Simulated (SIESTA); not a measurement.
The system is BN.

```xyz
2
Lattice="0.0000 1.8130 1.8130 1.8130 0.0000 1.8130 1.8130 1.8130 0.0000" Properties=species:S:1:pos:R:3 pbc="T T T"
N     0.9065    0.9065    0.9065
B     0.0000    0.0000    0.0000
```

The cell is a database's computed one.

Base run:

```yaml
Program: SIESTA 5.4.2
Functional: LDA
Potentials_or_basis: PseudoDojo 0.4 standard (LDA files)
Basis: DZP (energy shift 0.003 Ry)
Grid_cutoff: 800 Ry
Energy_shift: 0.003 Ry
k_mesh: 13 × 13 × 13
Occupations: fermi-dirac, width 0.05 eV
Spin: no spin polarisation
```

Its results: band gap on the k mesh 4.51 eV, indirect (least direct gap 8.72 eV); pressure -10.9 GPa.

Q: The run is repeated on the same cell with these changes: functional from LDA to PBEsol; potentials or basis from PseudoDojo 0.4 standard (LDA files) to PseudoDojo 0.4 standard (PBEsol files). What comes out?

A: Band gap on the k mesh 4.45 eV, indirect (least direct gap 8.79 eV); pressure -2.4 GPa.

Caveats: the basis of atomic orbitals isn't converged, which shifts pressures, moduli and gaps.

A k mesh can miss the band edges.
